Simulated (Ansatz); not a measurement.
# Formation energy of FeCo

Method: r²SCAN, scalar-relativistic; collinear spin; PAW, 500 eV, Γ-centred 12×12×12 mesh, 0.05 eV Gaussian smearing; code Ansatz. The datasets are Ansatz's generated set soft_2.

The chain of runs began from a cell as deposited in COD, expanded in volume.

Symmetry: Pm-3m, No. 221, cubic system. The conventional cell has a = 2.838 Å, b = 2.838 Å, c = 2.838 Å, α = 90.00°, β = 90.00°, γ = 90.00°. Fe (site symmetry m-3m) is surrounded by 8 Co at 2.46 Å. Co (site symmetry m-3m) has 8 Fe at 2.46 Å as nearest neighbours. (Shells end 15 % past the nearest neighbour.)

The elements were computed in their standard states with the same datasets, cutoff and functional. The compound's run is ferromagnetic, with site spin moments Fe 3.09; Co 1.96 μB. Absolute energies hang on the potentials; compare differences alone.

Energy of the relaxed cell (2 atoms, smearing extrapolated to zero): -9617.887 eV. Elements, in eV/atom: Fe -4485.894, Co -5131.527.

**Question.** What is the formation energy?

**Answer.** [-9617.887 − (1 × -4485.894 + 1 × -5131.527)] / 2 = -0.23 eV/atom, or -22 kJ per mole of atoms.

The value is for 0 K, without zero-point energy. A negative value shows stability against the elements alone, not against other compounds or structures.

The run wasn't fully tested for a lower electronic state. Site moments are of spin, integrated over atomic spheres.
